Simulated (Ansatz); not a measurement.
Sn: moving Sn off its site

Sn, Immm, a = 3.453 Å, b = 3.551 Å, c = 4.677 Å (as given, not relaxed at this level: -3.6 GPa). This isn't the element's structure at ambient conditions. Ansatz: PBEsol, PAW, 420 eV, Γ-centred 10×10×10 mesh on 8 atoms, Gaussian smearing 0.15 eV; no spin polarisation.

```xyz
8
Lattice="-3.4531 3.5511 -4.6767 -3.4531 -3.5511 4.6767 3.4531 3.5511 4.6767" Properties=species:S:1:pos:R:3 pbc="T T T"
Sn   -3.4531    0.0000    0.0000
Sn   -1.7265    1.7755   -2.3383
Sn   -1.7265   -1.7755    2.3383
Sn    0.0000    0.0000    0.0000
Sn   -1.7265    1.7755    2.3383
Sn    0.0000    3.5511    0.0000
Sn    0.0000    0.0000    4.6767
Sn    1.7265    1.7755    2.3383
```

Atom 1 (Sn) moves by x along the unit vector (0.707, 0.707, 0.000), with its periodic images; all else is held. y is the free energy of the cell over the start, F the force along the path summed over the moved atoms. Symmetry makes y even in x.

```
  x (Å) y (meV) F (eV/Å)
-0.3000    37.68      0.28
-0.1500     8.48      0.12
 0.0000     0.00      0.00
 0.0750     2.06     -0.06
 0.2250        ?         ?
 0.2625    27.96     -0.24
```

Problem. Fit y = c2 x² + c4 x⁴ to the energies of the other rows, give the force constant, and predict energy and force of the missing row.

Solution. Least squares on the rows shown. y = 363.21 x² + 616.58 x⁴. The force constant is 2 c2 = 0.726 eV/Å², for the cell as given, at -3.6 GPa (for all images moving together, not for a lone atom). The force −dy/dx at the missing row is -0.19 eV/Å (computed -0.19). At x = 0.2250 the fit asked for gives 19.97 meV. The run gave 19.97 meV, the same to the digits shown.

Cost: 6 runs of about 39 core-minutes in all, on Arm Neoverse V2 (shared hosts).